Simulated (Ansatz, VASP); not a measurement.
## Two plane-wave programs on Zn

```xyz
1
Lattice="14.0000 0.0000 0.0000 0.0000 14.4000 0.0000 0.0000 0.0000 14.8000" Properties=species:S:1:pos:R:3 pbc="T T T"
Zn    7.0000    7.2000    7.4000
```

The cell was built by a generator and needn't be a form met in nature.

Alike in both runs: task single point; functional PBEsol; k mesh 1 × 1 × 1; occupations fermi-dirac, width 0.01 eV; collinear spin.

|  | VASP | Ansatz |
| --- | --- | --- |
| version | VASP 6.6.1 | Ansatz 0.2.0 |
| potentials or method | VASP PAW PBE potentials, release 64 (Zn) | plane waves (420 eV) with PAW, scalar-relativistic |
| plane-wave cutoff (eV) | 520 | 420 |
| valence electrons in the cell | 12 | 12 |

Ansatz gave:

* gap on the k mesh at the Fermi level (eV): 4.92
* net moment per atom (μB): 0.00

**Question.** Estimate VASP's values.

**Answer.** gap on the k mesh at the Fermi level (eV): 4.93; net moment per atom (μB): 0.00.

Ansatz warned: «pseudo_functional_mismatch».

 PBEsol gaps usually lie below the measured ones, often by a third to a half.
